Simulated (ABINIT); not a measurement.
Input of an ABINIT 10.8.3 (patched build) run:

File run.abi:

```
# Pseudopotentials
pp_dirpath "./"
pseudos "Al.GGA_PBE-JTH.xml"

# Structure
structure "poscar:POSCAR"
natom 1

# Plane-wave basis
ecut 408.170794 eV
pawecutdg 30.0

# k points
kptopt 1
ngkpt 12 12 12
nshiftk 1
shiftk 0.0 0.0 0.0

# Exchange and correlation
ixc 11

# Bands and occupations
nband 6
occopt 3
tsmear 0.00183747

# SCF cycle
nstep 100
tolvrs 1.0e-9

# Output
iomode 3
prtwf 0
prtden 0
prteig 0
prtebands 0
enunit 2
```

Contents of POSCAR:

```
Al
1.0
   -1.5912186900      1.5912186900      1.5912186900
    1.5912186900     -1.5912186900      1.5912186900
    1.5912186900      1.5912186900     -1.5912186900
Al
1
Direct
    0.0000000000      0.0000000000      0.0000000000  Al
```

Potentials or basis: JTH PAW PBE v2.0.

Run with:

```console
$ abinit run.abi > log 2>&1
```

Task: What does it give for the pressure?

Result: 3.7 GPa.

Task: What does it give for the band gap on the k mesh?

Result: None (metal or under the smearing width).
